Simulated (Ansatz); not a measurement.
Write the native input for Ansatz 0.2.0 that does the following.

* Task: band structure
* Functional: PBEsol
* Potentials or basis: all-electron LAPW, scalar-relativistic
* Cutoff: 418 eV (chosen from the basis error)
* Basis error allowed: 0.002 eV/atom
* k mesh: 11 × 11 × 6
* Occupations: fermi-dirac, width 0.05 eV
* Spin: collinear spin, ferromagnetic start
* Starting moments: [4.0, 0.0, 0.0] μB

MnO2:

```
CELL_PARAMETERS angstrom
2.85658 0.00000 0.00000
-1.42829 2.47387 0.00000
0.00000 0.00000 4.60137
ATOMIC_POSITIONS crystal
Mn 0.00000 0.00000 0.50000
O 0.33333 0.66667 0.70629
O 0.66667 0.33333 0.29371
```

Measurements of this composition are mostly on another form, of space group No. 136.

One way to write it, as run:

input.yaml

```yaml
crystal:
  lattice:
    - [2.8565781804, 0.0, 0.0]
    - [-1.4282890902, 2.4738692722, 0.0]
    - [0.0, 0.0, 4.6013740589]
  atoms:
    - { symbol: Mn, position: [0.0, 0.0, 0.5], spin: 4.0 }
    - { symbol: O, position: [0.3333333333, 0.6666666667, 0.70629257] }
    - { symbol: O, position: [0.6666666667, 0.3333333333, 0.29370743] }
kpoints:
  mp_grid: { grid: [11, 11, 6] }
  band_path:
    path:
      - [0.0, 0.0, 0.0]
      - [0.5, 0.0, 0.0]
      - [0.3333333333, 0.3333333333, 0.0]
      - [0.0, 0.0, 0.0]
      - [0.0, 0.0, 0.5]
      - [0.5, 0.0, 0.5]
      - [0.3333333333, 0.3333333333, 0.5]
      - [0.0, 0.0, 0.5]
    npoints: 12
scf:
  occupations: { method: fermi_dirac, width: 0.05 }
hamiltonian:
  xc: pbesol
  pseudopotentials: { kind: all_electron, lapw: { basis_error: 0.002 } }
magnetization:
  spin_polarized: true
output:
  forces: true
  stress: true
  eigenvalues: true
```

Potentials or basis: all-electron LAPW, scalar-relativistic.

Command:

```console
$ ansatz run input.yaml --threads 4 --pin off --max-ram 12288MiB --backend cpu --events-out ev --progress --plain --runs-dir out
```

It gave:

```
Pressure                : -2.1 GPa
Largest force           : 0.161 eV/Å
Band gap on the k mesh  : 0.75 eV, indirect (least direct gap 0.80 eV)
Band gap along the path : 0.74 eV, indirect (least direct gap 0.80 eV)
Net moment              : 3.00 μB per cell
Absolute moment         : 3.04 μB per cell
Site moments            : Mn +2.72; O +0.05 μB
```

Caveat: a cell with one magnetic atom can't hold antiferromagnetic order, which such compounds often take.

Wall time 23 s on 4 threads of Arm Neoverse V1, with other jobs on the host, peak memory 0.7 GiB.
